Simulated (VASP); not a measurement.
Ga under changes of volume

One of the cells (17.304 Å³/atom); the others are scaled copies at fixed shape and fractional positions:

```
Ga
1.0
     1.33642   -4.07296    0.00000
     1.33642    4.07296    0.00000
     0.00000    0.00000    3.17904
Ga
2
Direct
  0.13235 0.86765 0.75000
  0.86765 0.13235 0.25000
```

This isn't the form of Ga at room conditions, which is orthorhombic.

| Property | Result |
| --- | --- |
| Program | VASP 6.6.1 |
| Functional | LDA |
| Potentials or basis | VASP PAW LDA potentials, release 64 (Ga_d) |
| Cutoff | 520 eV |
| k mesh | 8 × 8 × 8 |
| Occupations | fermi-dirac, width 0.05 eV |
| Spin | no spin polarisation |

| volume (Å³/atom) | energy over the lowest point (meV/atom) | pressure (GPa) | largest force (eV/Å) |
| --- | --- | --- | --- |
| 16.612 | 6.96 | 3.2 | 0.009 |
| 16.958 | 1.78 | 1.5 | 0.004 |
| 17.304 | 0.00 | 0.0 | 0.001 |
| 17.650 | 1.24 | -1.3 | 0.005 |
| 17.996 | ? | ? | ? |

What does the run at 17.996 Å³/atom give?

Energy over the lowest point 5.16 meV/atom; pressure -2.5 GPa; largest force 0.009 eV/Å.

Worked out: A Birch-Murnaghan fit of order 2 (a polynomial in V^(-2/3)) to the other rows has its minimum at 17.33 Å³/atom with B0 = V·E''(V) = 70 GPa at fixed shape and positions, which overstates the stiffness. It gives 5.26 meV/atom at 17.996 Å³/atom, against the run's 5.16, and -dE/dV = -2.5 GPa, against -2.5.

Energies are extrapolated to zero smearing.
